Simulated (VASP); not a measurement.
# Sb (R-3m) in VASP: settings compared, part 2 of 3

VASP 6.6.1.

## 3. Electric field gradients, LDA

Input file INCAR:

```
SYSTEM = Sb
PREC = Accurate
ENCUT = 300
EDIFF = 1E-7
ISMEAR = -1
SIGMA = 0.05
LREAL = .False.
LASPH = .True.
NELM = 100
ALGO = Normal
ISIF = 2
LWAVE = .False.
LCHARG = .False.
GGA = CA
LEFG = .True.
```

Input file KPOINTS:

```
Automatic mesh
0
Gamma
  3 3 3
  0 0 0
```

Input file POSCAR:

```
Sb
1.0
    2.1542000000      1.2437279499      3.7580000000
   -2.1542000000      1.2437279499      3.7580000000
    0.0000000000     -2.4874558998      3.7580000000
Sb
2
Direct
    0.2334900000      0.2334900000      0.2334900000
    0.7665100000      0.7665100000      0.7665100000
```

Potentials or basis: VASP PAW LDA potentials, release 64 (Sb).

On the command line:

```
> cat potpaw_LDA.64/Sb/POTCAR > POTCAR
> mpirun -np 1 vasp_std > vasp.out
```

OUTCAR:

```text
SYSTEM = Sb
   PREC = Accurate
   ENCUT = 300
   EDIFF = 1E-7
   ISMEAR = -1
   LREAL = .False.
   LASPH = .True.
   NELM = 100
   ISIF = 2
   GGA = CA

 ion  position               nearest neighbor table
   1  0.233  0.233  0.233-   2 2.91   2 2.91   2 2.91   2 3.35   2 3.35   2 3.35
   2  0.767  0.767  0.767-   1 2.91   1 2.91   1 2.91   1 3.35   1 3.35   1 3.35

  LATTYP: Found a trigonal (rhomboedric) cell.
 ALAT       =     4.5066618304
 COS(alpha) =     0.5430253624

  Lattice vectors:

 A1 = (   2.1542000000,   1.2437279499,   3.7580000000)
 A2 = (  -2.1542000000,   1.2437279499,   3.7580000000)
 A3 = (   0.0000000000,  -2.4874558998,   3.7580000000)

Analysis of symmetry for initial positions (statically):
=====================================================================
 Subroutine PRICEL returns:
 Original cell was already a primitive cell.

 Routine SETGRP: Setting up the symmetry group for a
 trigonal (rhombohedral) supercell.

 Subroutine GETGRP returns: Found 12 space group operations
 (whereof 12 operations were pure point group operations)
 out of a pool of 12 trial point group operations.

The static configuration has the point symmetry D_3d.

Analysis of symmetry for dynamics (positions and initial velocities):
=====================================================================
 Subroutine PRICEL returns:
 Original cell was already a primitive cell.

 Routine SETGRP: Setting up the symmetry group for a
 trigonal (rhombohedral) supercell.

 Subroutine GETGRP returns: Found 12 space group operations
 (whereof 12 operations were pure point group operations)
 out of a pool of 12 trial point group operations.

The dynamic configuration has the point symmetry D_3d.

 Subroutine INISYM returns: Found 12 space group operations
 (whereof 12 operations are pure point group operations),
 and found     1 'primitive' translations

----------------------------------------------------------------------------------------

                                     Primitive cell

  volume of cell :      60.4115

  direct lattice vectors                    reciprocal lattice vectors
     2.154200000  1.243727950  3.758000000     0.232104726  0.134005726  0.088699663
    -2.154200000  1.243727950  3.758000000    -0.232104726  0.134005726  0.088699663
     0.000000000 -2.487455900  3.758000000     0.000000000 -0.268011452  0.088699663

  length of vectors
     4.506661830  4.506661830  4.506661830     0.282307932  0.282307932  0.282307932

  position of ions in fractional coordinates (direct lattice)
     0.233490000  0.233490000  0.233490000
     0.766510000  0.766510000  0.766510000

  ion indices of the primitive-cell ions
   primitive index   ion index
                 1           1
                 2           2

----------------------------------------------------------------------------------------

 KPOINTS: Automatic mesh

[... 61 lines left out ...]
   EMIN   =  10.00;   EMAX   =-10.00  energy-range for DOS
   EFERMI =   0.00;   METHOD = LEGACY
   ISMEAR =    -1;   SIGMA  =   0.05  broadening in eV -4-tet -1-fermi 0-gaus
   EFERMI_NEDOS =   21; number of points for ismear=-14 and -15
   IALGO  =     38    algorithm
   IMIX   =      4    mixing-type and parameters
     AMIX     =   0.40;   BMIX     =  1.00
     AMIX_MAG =   1.60;   BMIX_MAG =  1.00
  volume/ion in A,a.u.               =      30.21       203.84
  Fermi-wavevector in a.u.,A,eV,Ry     =   0.898880  1.698637 10.993305  0.807985
  Thomas-Fermi vector in A             =   2.021644
   LORBIT       =      0    0 simple, 1 ext, 2 COOP (PROOUT), +10 PAW based schemes
   GGA     = CA    functional components
   LHFCALC =     F    Hartree Fock is set to
   AEXX    =    0.0000 exact exchange contribution
   IVDW    =     0    specifies the selected vdW correction
   LEPSILON=     F    determine dielectric tensor
   LRPA    =     F    only Hartree local field effects (RPA)
 non-spin polarized calculation
  energy-cutoff  :      300.00
  volume of cell :       60.41
 maximum number of plane-waves:       719
 NGX is ok and might be reduce to    28
   NGX = 13   NGY = 13   NGZ = 13

 number of electron      10.0000000 magnetization

 Free energy of the ion-electron system (eV)
  ---------------------------------------------------
  ext. energy  EPLUGINS =         0.00000000
  ---------------------------------------------------
  free energy    TOTEN  =        -9.73320674 eV

  energy without entropy =       -9.73320583  energy(sigma->0) =       -9.73320629

 E-fermi :   7.1278     XC(G=0):  -9.7161

 val. band max:        6.5072141355   @ k =   0.3333   0.3333   0.3333
 cond. band min:       7.8228055588   @ k =   0.3333  -0.0000  -0.0000
 fundamental gap:      1.3155914233
 Fermi energy:         7.1278030961

 k-point     1 :       0.0000    0.0000    0.0000
  band No.  band energies     occupation
      1      -5.5769      2.00000
      2       2.2484      2.00000
      3       5.0785      2.00000
      4       5.3736      2.00000
      5       5.3736      2.00000
      6       9.2530      0.00000
      7       9.8312      0.00000
      8       9.8312      0.00000
      9      12.2141      0.00000
[... 49 lines left out ...]
 k-point     6 :      -0.3333    0.3333    0.3333
  band No.  band energies     occupation
      1      -3.2287      2.00000
      2      -1.7247      2.00000
      3       2.0630      2.00000
      4       4.3655      2.00000
      5       5.0284      2.00000
      6       9.4109      0.00000
      7       9.5794      0.00000
      8      12.1356      0.00000
      9      12.5463      0.00000

------------------------ aborting loop because EDIFF is reached ----------------------------------------

  FORCE on cell =-STRESS in cart. coord.  units (eV):
  Direction    XX          YY          ZZ          XY          YZ          ZX
  --------------------------------------------------------------------------------------
  -------------------------------------------------------------------------------------
  Total        0.1887960      0.1887960     -0.6179428      0.0000000     -0.0000000      0.0000000
  in kB        5.0070719      5.0070719    -16.3885068      0.0000000     -0.0000000      0.0000000
  external PRESSURE =      -2.1247877 kB  Pullay stress =       0.0000000 kB

 VOLUME and BASIS-vectors are now :
 -----------------------------------------------------------------------------
  energy-cutoff  :      300.00
  volume of cell :       60.41
      direct lattice vectors                 reciprocal lattice vectors
     2.154200000  1.243727950  3.758000000     0.232104726  0.134005726  0.088699663
    -2.154200000  1.243727950  3.758000000    -0.232104726  0.134005726  0.088699663
     0.000000000 -2.487455900  3.758000000     0.000000000 -0.268011452  0.088699663

 POSITION                                       TOTAL-FORCE (eV/Angst)
 -----------------------------------------------------------------------------------
      0.00000      0.00000      2.63237         0.000000      0.000000     -0.205352
      0.00000      0.00000      8.64163         0.000000      0.000000      0.205352
 -----------------------------------------------------------------------------------
    total drift:                               -0.000000     -0.000000     -0.000000

  FREE ENERGIE OF THE ION-ELECTRON SYSTEM (eV)
  ---------------------------------------------------
  free  energy   TOTEN  =        -9.7332067431 eV

  energy  without entropy=       -9.7332058345  energy(sigma->0) =       -9.73320629

 Electric field gradients (V/A^2)
---------------------------------------------------------------------
 ion       V_xx      V_yy      V_zz      V_xy      V_xz      V_yz
---------------------------------------------------------------------
   1      13.339    13.339   -26.679    -0.000     0.000    -0.000
   2      13.339    13.339   -26.679     0.000     0.000    -0.000
---------------------------------------------------------------------

 Electric field gradients after diagonalization (V/A^2)
 (convention: |V_zz| > |V_xx| > |V_yy|)
----------------------------------------------------------------------
 ion       V_xx      V_yy      V_zz     asymmetry (V_yy - V_xx)/ V_zz
----------------------------------------------------------------------
   1      13.339    13.339   -26.679       0.000
   2      13.339    13.339   -26.679       0.000
----------------------------------------------------------------------

           NMR quadrupolar parameters

 Cq : quadrupolar parameter    Cq=e*Q*V_zz/h
 eta: asymmetry parameters     (V_yy - V_xx)/ V_zz
 Q  : nuclear electric quadrupole moment in mb (millibarn)
----------------------------------------------------------------------
 ion       Cq(MHz)       eta       Q (mb)
----------------------------------------------------------------------
   1      -0.065       0.000       1.000
   2      -0.065       0.000       1.000
----------------------------------------------------------------------
```

Run time: 2.9 s. Hardware: 1 thread of AMD EPYC 7R13 (Zen 3), shared host; peak memory 0.1 GiB.

Results:

```
Free energy            : -9.7332 eV
Pressure               : -0.2 GPa
Largest force          : 0.205 eV/Å
Band gap on the k mesh : 1.32 eV, indirect (least direct gap 1.36 eV)
```

Forces in eV/Å, atoms in the order of the input:
```
Sb   0.000  0.000 -0.205
Sb   0.000  0.000  0.205
```

Electric field gradients, principal values (V/Å²):
```tsv
atom	Vxx	Vyy	Vzz
1 Sb	13.339	13.339	-26.679
2 Sb	13.339	13.339	-26.679
```

Caveat: the k mesh is coarse (spacing up to 0.59 Å⁻¹), so the values aren't converged; spin-orbit coupling is left out, which moves the levels of the heavy elements; an odd mesh through Γ misses points on the zone boundary, where band edges often lie.

## 4. Electric field gradients, PBEsol

INCAR: that of step 3 with these lines changed.

```diff
@@ -2,3 +2,3 @@
 PREC = Accurate
-ENCUT = 300
+ENCUT = 520
 EDIFF = 1E-7
@@ -13,3 +13,3 @@
 LCHARG = .False.
-GGA = CA
+GGA = PS
 LEFG = .True.
```

KPOINTS is that of step 3.

POSCAR is that of step 3.

Potentials or basis: VASP PAW PBE potentials, release 64 (Sb).

On the command line:

```
> cat potpaw_PBE.64/Sb/POTCAR > POTCAR
> mpirun -np 1 vasp_std > vasp.out
```

OUTCAR:

```text
SYSTEM = Sb
   PREC = Accurate
   ENCUT = 520
   EDIFF = 1E-7
   ISMEAR = -1
   LREAL = .False.
   LASPH = .True.
   NELM = 100
   ISIF = 2
   GGA = PS

 ion  position               nearest neighbor table
   1  0.233  0.233  0.233-   2 2.91   2 2.91   2 2.91   2 3.35   2 3.35   2 3.35
   2  0.767  0.767  0.767-   1 2.91   1 2.91   1 2.91   1 3.35   1 3.35   1 3.35

  LATTYP: Found a trigonal (rhomboedric) cell.
 ALAT       =     4.5066618304
 COS(alpha) =     0.5430253624

  Lattice vectors:

 A1 = (   2.1542000000,   1.2437279499,   3.7580000000)
[... 266 lines left out ...]
  free  energy   TOTEN  =        -9.2235827458 eV

  energy  without entropy=       -9.2235816743  energy(sigma->0) =       -9.22358221

 Electric field gradients (V/A^2)
---------------------------------------------------------------------
 ion       V_xx      V_yy      V_zz      V_xy      V_xz      V_yz
---------------------------------------------------------------------
   1      12.902    12.902   -25.804    -0.000    -0.000    -0.000
   2      12.902    12.902   -25.804    -0.000    -0.000    -0.000
---------------------------------------------------------------------

 Electric field gradients after diagonalization (V/A^2)
 (convention: |V_zz| > |V_xx| > |V_yy|)
----------------------------------------------------------------------
 ion       V_xx      V_yy      V_zz     asymmetry (V_yy - V_xx)/ V_zz
----------------------------------------------------------------------
   1      12.902    12.902   -25.804       0.000
   2      12.902    12.902   -25.804       0.000
----------------------------------------------------------------------

           NMR quadrupolar parameters

 Cq : quadrupolar parameter    Cq=e*Q*V_zz/h
 eta: asymmetry parameters     (V_yy - V_xx)/ V_zz
 Q  : nuclear electric quadrupole moment in mb (millibarn)
----------------------------------------------------------------------
 ion       Cq(MHz)       eta       Q (mb)
----------------------------------------------------------------------
   1      -0.062       0.000       1.000
   2      -0.062       0.000       1.000
----------------------------------------------------------------------
```

stdout:

```text
POSCAR found type information on POSCAR Sb
 POSCAR found :  1 types and       2 ions
 scaLAPACK will be used
 -----------------------------------------------------------------------------
|                                                                             |
|                                                                             |
|     You enforced a specific xc type in the INCAR file but a different       |
|     I HOPE YOU KNOW WHAT YOU ARE DOING!                                     |
|                                                                             |
 -----------------------------------------------------------------------------

 LDA part: xc-table for (Slater+PW92), standard interpolation
 POSCAR, INCAR and KPOINTS ok, starting setup
 FFT: planning ... GRIDC
 FFT: planning ... GRID_SOFT
 FFT: planning ... GRID
 WAVECAR not read
 entering main loop
ion   1

ion   2
```

It took 9.3 s on 1 thread of AMD EPYC 7R13 (Zen 3), shared host; peak memory 0.16 GiB.

Results:

- Free energy: -9.2236 eV
- Pressure: 1.0 GPa
- Largest force: 0.138 eV/Å
- Band gap on the k mesh: 1.30 eV, indirect (least direct gap 1.34 eV)

Forces on the atoms (eV/Å):
```
Sb   0.000  0.000 -0.138
Sb   0.000  0.000  0.138
```

Electric field gradients, principal values (V/Å²):
| atom | Vxx | Vyy | Vzz |
| --- | --- | --- | --- |
| 1 Sb | 12.902 | 12.902 | -25.804 |
| 2 Sb | 12.902 | 12.902 | -25.804 |

Caveat: the k mesh is coarse (spacing up to 0.59 Å⁻¹), so the values aren't converged; the PAW data sets were made with another functional, which shifts forces and pressure a little; spin-orbit coupling is left out, which moves the levels of the heavy elements; an odd mesh through Γ misses points on the zone boundary, where band edges often lie.

(Part 2 of 3 ends here.)
